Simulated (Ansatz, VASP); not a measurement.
SrO in VASP and in Ansatz

Contents of INCAR:

```
PREC = Accurate ; ENCUT = 520
EDIFF = 1E-7 ; ISMEAR = 0
SIGMA = 0.05 ; LREAL = False
LASPH = True ; NELM = 60
ALGO = Normal ; ISIF = 2
LWAVE = False ; LCHARG = False
GGA = PE ; NBANDS = 15
```

KPOINTS

```
Automatic mesh
0
Gamma
  8 8 8
```

Contents of POSCAR:

```
SrO
1.0
    0.0000000000      2.5312530000      2.5698000000
    2.5312530000      0.0000000000      2.5698000000
    2.5312530000      2.5312530000      0.0000000000
Sr O
1 1
Direct
    0.0000000000      0.0000000000      0.0000000000
    0.5000000000      0.5000000000      0.5000000000
```

Input for Ansatz:

```yaml
crystal:
  lattice:
    - [0.0, 2.531253, 2.5698]
    - [2.531253, 0.0, 2.5698]
    - [2.531253, 2.531253, 0.0]
  atoms:
    - { symbol: Sr, position: [0.0, 0.0, 0.0] }
    - { symbol: O, position: [0.5, 0.5, 0.5] }
basis:
  ecutwfc: 420
kpoints:
  mp_grid: { grid: [8, 8, 8] }
hamiltonian:
  xc: pbe
scf:
  occupations: { method: gaussian, width: 0.05 }
output:
  forces: true
  stress: true
  eigenvalues: true
```

Change from the starting cell: strain -0.015 along x and y, +0.000 along z, atoms carried along.

Alike in both runs: task single point; functional PBE; k mesh 8 × 8 × 8; occupations gaussian, width 0.05 eV; no spin polarisation.

|  | VASP | Ansatz |
| --- | --- | --- |
| version | VASP 6.6.1 | Ansatz 0.2.0 |
| potentials or method | VASP PAW PBE potentials, release 64 (Sr_sv, O) | scalar-relativistic, plane waves, PAW |
| plane-wave cutoff (eV) | 520 | 420 |
| valence electrons in the cell | 16 | 16 |

VASP gave:

| Item | Value |
| --- | --- |
| gap on the k mesh at the Fermi level (eV) | 3.21 |
| least direct gap on the mesh (eV) | 3.27 |
| pressure (GPa) | 6.8 |
| largest component of the traceless stress (GPa) | 1.67 |

Problem. Which values does Ansatz return?

Solution. gap on the k mesh at the Fermi level (eV): 3.26; least direct gap on the mesh (eV): 3.31; pressure (GPa): 6.1; largest component of the traceless stress (GPa): 1.58.

The functional is the same, so the differences come from potentials, cutoffs and numerics.

A k mesh can miss the band edges.
